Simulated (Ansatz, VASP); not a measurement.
# One calculation of BAs, two programs

The input POSCAR:

```
BAs
1.0
    0.0000000000      2.3918676074      2.3918676074
    2.3918676074      0.0000000000      2.3918676074
    2.3918676074      2.3918676074      0.0000000000
B As
1 1
Direct
    0.0000000000      0.0000000000      0.0000000000
    0.2500000000      0.2500000000      0.2500000000
```

The input INCAR.step1:

```
SYSTEM = BAs
ALGO = Normal
EDIFF = 1E-4
ENCUT = 520
GGA = PE
ISMEAR = 0
LASPH = .True.
LCHARG = .False.
LREAL = .False.
LWAVE = .True.
NBANDS = 11
NELM = 100
PREC = Accurate
SIGMA = 0.01
```

INCAR.step2

```
SYSTEM = BAs
ALGO = Normal
EDIFF = 1E-7
ENCUT = 520
ISIF = 2
ISMEAR = 0
ISTART = 1
LASPH = .True.
LCHARG = .True.
LELF = .True.
LMIXTAU = .True.
LREAL = .False.
LVHAR = .True.
LWAVE = .False.
METAGGA = R2SCAN
NBANDS = 11
NELM = 100
PREC = Accurate
SIGMA = 0.01
```

Contents of KPOINTS:

```
k-points
0
Gamma
  10 10 10
  0 0 0
```

Input for Ansatz:

```yaml
crystal:
  lattice:
    - [0.0, 2.3918676074, 2.3918676074]
    - [2.3918676074, 0.0, 2.3918676074]
    - [2.3918676074, 2.3918676074, 0.0]
  atoms:
    - { symbol: B, position: [0.0, 0.0, 0.0] }
    - { symbol: As, position: [0.25, 0.25, 0.25] }
kpoints:
  mp_grid: { grid: [10, 10, 10] }
  band_path:
    path:
      - [0.0, 0.0, 0.0]
      - [-0.5, -0.5, 0.0]
      - [-0.375, -0.375, 0.25]
      - [-0.375, 0.0, 0.375]
      - [0.0, 0.0, 0.5]
      - [-0.5, -0.25, 0.25]
      - [0.0, 0.398437, 0.398438]
    npoints: 1
hamiltonian:
  xc: r2scan
scf:
  occupations: { method: fixed }
  n_extra_bands: 4
output:
  forces: true
  stress: true
  eigenvalues: true
```

Alike in both runs: task single point; functional r2SCAN; k mesh 10 × 10 × 10; no spin polarisation.

|  | VASP | Ansatz |
| --- | --- | --- |
| version | VASP 6.6.1 | Ansatz 0.2.0 |
| potentials or method | VASP PAW PBE potentials, release 64 (B, As) | plane waves, PAW |
| plane-wave cutoff (eV) | 520 | 500 |
| occupations | gaussian, width 0.01 eV | fixed |
| valence electrons in the cell | 8 | 18 |

VASP gave:

| Item | Value |
| --- | --- |
| gap on the k mesh at the Fermi level (eV) | 1.37 |
| pressure (GPa) | 0.3 |

**Question.** Which values does Ansatz return?

**Answer.** gap on the k mesh at the Fermi level (eV): 1.37; pressure (GPa): 0.0.

The two sets of potentials don't hold the same shells in valence.

Caveats: the PAW data sets were made with another functional, which shifts forces and pressure a little (VASP). A k mesh can miss the band edges. r2SCAN opens gaps a little over a GGA but as a rule still falls short of measured ones.
